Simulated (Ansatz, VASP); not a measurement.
**AlRu in VASP and in Ansatz**

Contents of INCAR:

```
SYSTEM = AlRu
PREC     = Accurate       ! precision mode
ENCUT    = 600            ! plane-wave cutoff, eV
EDIFF    = 1E-6           ! SCF threshold, eV
ISMEAR   = -1             ! smearing method
SIGMA    = 0.05           ! smearing width, eV
LREAL    = .FALSE.        ! projectors in reciprocal space
LASPH    = .TRUE.         ! aspherical terms in the spheres
NELM     = 100            ! most SCF steps
ALGO     = Normal         ! electronic algorithm
ISIF     = 3              ! what is computed and relaxed
LWAVE    = .FALSE.        ! write WAVECAR
LCHARG   = .FALSE.        ! write CHGCAR
GGA      = B5             ! functional
ALDAX    = 1.0          
AGGAX    = 1.0          
AGGAC    = 1.0          
ALDAC    = 0.0          
IVDW     = 13             ! dispersion correction
VDW_S6   = 1.0          
VDW_S8   = 2.34076671   
VDW_A1   = 0.44488865   
VDW_A2   = 4.0933009    
IBRION   = 2              ! ionic algorithm
NSW      = 60             ! ionic steps
EDIFFG   = -0.01          ! ionic threshold
```

File KPOINTS:

```
regular mesh
0
G
  9 9 9
  0 0 0
```

The input POSCAR:

```
AlRu
1.0
    2.9916000000      0.0000000000      0.0000000000
    0.0000000000      2.9916000000      0.0000000000
    0.0000000000      0.0000000000      2.9916000000
Ru Al
1 1
Direct
    0.5000000000      0.5000000000      0.5000000000
    0.0000000000      0.0000000000      0.0000000000
```

input.yaml

```yaml
crystal:
  lattice:
    - [2.9916, 0.0, 0.0]
    - [0.0, 2.9916, 0.0]
    - [0.0, 0.0, 2.9916]
  atoms:
    - { symbol: Ru, position: [0.5, 0.5, 0.5] }
    - { symbol: Al, position: [0.0, 0.0, 0.0] }
hamiltonian:
  xc: blyp
  pseudopotentials: { kind: paw }
  dispersion: d4
kpoints:
  mp_grid: { grid: [9, 9, 9] }
scf:
  occupations: { method: fermi_dirac, width: 0.05 }
output:
  forces: true
  stress: true
  eigenvalues: true
  write_density: true
  write_potential: true
  elf: true
  volumetric_format: npy
relax:
  f_tol: 0.01
  max_steps: 40
  cell: { stress_tol: 0.05 }
```

Alike in both runs: task relaxation of cell and atoms; functional BLYP; dispersion D4; k mesh 9 × 9 × 9; occupations fermi-dirac, width 0.05 eV; no spin polarisation.

|  | VASP | Ansatz |
| --- | --- | --- |
| version | VASP 6.6.1 | Ansatz 0.2.0 |
| potentials or method | VASP PAW PBE potentials, release 64 (Ru_pv, Al) | Ansatz PAW |
| plane-wave cutoff (eV) | 600 | 420 |
| valence electrons in the cell | 17 | 19 |

|  | VASP | Ansatz | Ansatz less VASP |
| --- | --- | --- | --- |
| gap on the k mesh at the Fermi level, each at its own relaxed structure (eV) | none | none | - |
| relaxed volume (Å³/atom) | 13.30 | 13.27 | -0.034 |
| relaxed cell length with the largest relative difference (Å) | 2.985 | 2.983 | -0.0026 |

A gap of «none» marks a metal or a gap that the smearing closes. The two sets of potentials don't hold the same shells in valence.

Caveats: pairwise dispersion overbinds metals, which lowers pressure and volume; the PAW data sets were made with another functional, which shifts forces and pressure a little (VASP); the plane-wave basis is chosen anew once the cell has moved, so the energies of steps on either side of that aren't comparable (Ansatz); the PAW data sets come from PBE, with cores solved anew for the run's functional, which leaves a small shift of forces and pressure (Ansatz).
